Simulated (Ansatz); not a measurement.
Crystal: HfB2.

```
Hf B
1.0
     3.14000    0.00000    0.00000
    -1.57000    2.71932    0.00000
     0.00000    0.00000    3.48000
Hf B
1 2
Cartesian
  0.0000 0.0000 0.0000
  1.5700 0.9064 1.7400
  0.0000 1.8129 1.7400
```

Base run:

| Quantity | Value |
| --- | --- |
| Program | Ansatz 0.2.0 |
| Functional | PBE |
| Potentials or basis | Ansatz PAW |
| Cutoff | 420 eV |
| Density cutoff | 1680 eV |
| k mesh | 10 × 10 × 8 |
| Occupations | fermi-dirac, width 0.05 eV |
| Spin | no spin polarisation |

Its results: band gap on the k mesh none (metal or under the smearing width); pressure 1.4 GPa.

Question: The run is repeated on the same cell with these changes: functional from PBE to r2SCAN; cutoff from 420 eV to 500 eV; density cutoff from 1680 eV to 2000 eV. What comes out?

Answer: Band gap on the k mesh none (metal or under the smearing width); pressure -0.6 GPa.

Caveats: the PAW data sets come from PBE, with cores solved anew for the run's functional, which leaves a small shift of forces and pressure (some runs).

Not every run made on this cell is shown here.
